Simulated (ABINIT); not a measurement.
Here is an ABINIT 10.8.3 (patched build) calculation.

The input run.abi:

```
# Datasets: one volume each
ndtset 7
getwfk -1
scalecart1 3*0.9795861087
scalecart2 3*0.9864848297
scalecart3 3*0.9932883884
scalecart4 3*1.0000000000
scalecart5 3*1.0066227096
scalecart6 3*1.0131594038
scalecart7 3*1.0196128224

# Pseudopotentials
pp_dirpath "./"
pseudos "Mo.GGA_PBE-JTH.xml, S.GGA_PBE-JTH.xml"

# Structure
acell 3*1.0
rprim
     5.9885420889     0.0000000000     0.0000000000
    -2.9942710445     5.1862295807     0.0000000000
     0.0000000000     0.0000000000    23.2889847599
ntypat 2
znucl 42 16
natom 6
typat 1 1 2 2 2 2
xred
     0.6666666667     0.3333333333     0.7500000000
     0.3333333333     0.6666666667     0.2500000000
     0.6666666667     0.3333333333     0.3770000000
     0.3333333333     0.6666666667     0.8770000000
     0.6666666667     0.3333333333     0.1230000000
     0.3333333333     0.6666666667     0.6230000000

# Plane-wave basis
ecut 20.0
pawecutdg 40.0
pawxcdev 0

# k points
kptopt 1
ngkpt 10 10 3
nshiftk 1
shiftk 0.0 0.0 0.0

# Exchange and correlation
ixc -116133

# Bands and occupations
nband 32
occopt 3
tsmear 0.05 eV

# SCF cycle
nstep 100
tolvrs 1.0e-9

# Output
iomode 3
prtwf 1
prtden 0
prteig 0
prtebands 0
```

Potentials or basis: JTH PAW PBE v2.0.

Run with:

```bash
$ abinit run.abi > log 2>&1
```

Task: Predict the equilibrium volume.

Result: 17.55 Å³/atom.

Task: Estimate the bulk modulus at fixed shape and positions.

Result: 157 GPa.

Energy against volume, from the lowest point:
```csv
volume (Å³/atom),energy (meV/atom)
16.792,17.44
17.149,4.70
17.507,0.00
17.864,2.51
18.221,11.53
18.578,26.47
18.936,46.54
```

Caveat: pressures at fixed basis lie under the slope of the energies; the cell was scaled at fixed shape and fractional positions, which overstates the stiffness of a crystal with free parameters, most of all of layers and chains; the PAW data sets were made with another functional, which shifts forces and pressure a little; this functional lacks dispersion, which binds the layers, so the pressure and a relaxed spacing across them are unreliable.
